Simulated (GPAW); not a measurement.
Runs of GPAW 26.7.0 on Se. The typed cell holds 1 atom: a = 2.874 Å, b = 2.749 Å, c = 2.812 Å, α = 92.28°, β = 92.89°, γ = 88.84°. This isn't the form of Se at room conditions, which is trigonal, of chains.

```tsv
task	level	potentials or basis	cell	cutoff (eV)	maxiter	band path	band points	eigensolver	optimizer	other keys	gap on the mesh (eV)	pressure (GPa)
band structure	revPBE	the program's PAW data sets (release 1.2.1) made for this functional, pw	cell sheared at random, sigma 0.03, atoms nudged by 0.01 Å	600	150	XGY,LGZ,NGM,RG	100	-	-	-	-	3.0
single point	PBE	GPAW PAW data sets (gpaw-data 1.2.1), pw	cell sheared at random, sigma 0.03, atoms nudged by 0.01 Å	600	150	-	-	-	-	-	none	1.7
relaxation of cell and atoms	OLYP	PAW data sets generated in the run's folder for this functional, pw	relaxed from: cell sheared at random, sigma 0.03, atoms nudged by 0.01 Å	780	50	-	-	davidson	BFGS	several, not listed	none	0.0
single point	revTPSS+D4	GPAW PAW data sets (gpaw-data 1.2.1), pw	cell sheared at random, sigma 0.03, atoms nudged by 0.01 Å	600	150	-	-	davidson	-	-	none	(a)
```

Alike in all rows: no spin polarisation; k mesh 9 × 10 × 9; smearing fermi-dirac 0.05 eV.

Problem. Fill in the values left out.

Solution. (a) -3.0.

Caveats: later steps reuse the first step's grids (some runs); the PAW data sets were made with another functional, which shifts forces and pressure a little (some runs); pairwise dispersion overbinds metals, which lowers pressure and volume (some runs).

A k mesh can miss the band edges, and the runs leave out spin-orbit coupling on Se.

A gap of «none» marks a metal or a gap under the smearing width.
